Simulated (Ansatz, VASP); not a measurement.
**ZnO: VASP beside Ansatz**

The input INCAR:

```
SYSTEM = ZnO
PREC = Accurate
ENCUT = 520
EDIFF = 1E-8
ISMEAR = -1
SIGMA = 0.02
LREAL = .False.
LASPH = .True.
NELM = 60
ALGO = Normal
ISIF = 2
LWAVE = .False.
LCHARG = .False.
GGA = PE
LEFG = .True.
NBANDS = 26
```

The input KPOINTS:

```
Automatic mesh
0
Gamma
  11 11 6
  0 0 0
```

POSCAR

```
ZnO
1.0
    3.2493987239      0.0000000000      0.0000000000
   -1.6246993619      2.8140618419      0.0000000000
    0.0000000000      0.0000000000      5.2038000000
Zn O
2 2
Direct
    0.3333333333      0.6666666667      0.0000000000
    0.6666666667      0.3333333333      0.5000000000
    0.3333333333      0.6666666667      0.3821000000
    0.6666666667      0.3333333333      0.8821000000
```

Input for Ansatz:

```yaml
crystal:
  lattice:
    - [3.2493987239, 0.0, 0.0]
    - [-1.6246993619, 2.8140618419, 0.0]
    - [0.0, 0.0, 5.2038]
  atoms:
    - { symbol: Zn, position: [0.3333333333, 0.6666666667, 0.0] }
    - { symbol: Zn, position: [0.6666666667, 0.3333333333, 0.5] }
    - { symbol: O, position: [0.3333333333, 0.6666666667, 0.3821] }
    - { symbol: O, position: [0.6666666667, 0.3333333333, 0.8821] }
kpoints:
  mp_grid: { grid: [11, 11, 6] }
  band_path:
    path:
      - [0.0, 0.0, 0.0]
      - [0.5, 0.0, 0.0]
      - [0.3333333333, 0.3333333333, 0.0]
      - [0.0, 0.0, 0.0]
      - [0.0, 0.0, 0.5]
      - [0.5, 0.0, 0.5]
      - [0.3333333333, 0.3333333333, 0.5]
      - [0.0, 0.0, 0.5]
      - [0.5, 0.0, 0.5]
    npoints: 8
scf:
  occupations: { method: fermi_dirac, width: 0.02 }
hamiltonian:
  xc: pbe
  pseudopotentials: { kind: paw }
output:
  forces: true
  stress: true
  eigenvalues: true
  efg: { contact_densities: true }
  populations: true
  bader: true
  dos: { projected: true, de: 0.2, e_range: [-14, 8] }
```

Alike in both runs: task electric field gradients; functional PBE; k mesh 11 × 11 × 6; occupations fermi-dirac, width 0.02 eV; no spin polarisation.

|  | VASP | Ansatz |
| --- | --- | --- |
| version | VASP 6.6.1 | Ansatz 0.2.0 |
| potentials or method | VASP PAW PBE potentials, release 64 (Zn, O) | PAW with Ansatz's default frozen-core files, scalar-relativistic |
| plane-wave cutoff (eV) | 520 | 420 |
| valence electrons in the cell | 36 | 36 |

Ansatz gave:

- gap on the k mesh at the Fermi level (eV): 0.80
- pressure (GPa): 4.9
- largest component of the traceless stress (GPa): 0.21
- rms of the force components (eV/Å): 0.018
- Vzz of the field gradient on the site that differs most (V/Å²): 7.5

Question: What did VASP give for the same quantities?

Answer: gap on the k mesh at the Fermi level (eV): 0.79; pressure (GPa): 6.0; largest component of the traceless stress (GPa): 0.17; rms of the force components (eV/Å): 0.019; Vzz of the field gradient on the site that differs most (V/Å²): 7.6.

Atom by atom the forces differ by 0.001 eV/Å (rms over components). With one functional, cell and mesh, what is left measures potentials, basis and numerics.

Expect the measured gap to be larger: semilocal functionals such as PBE lack the derivative discontinuity.
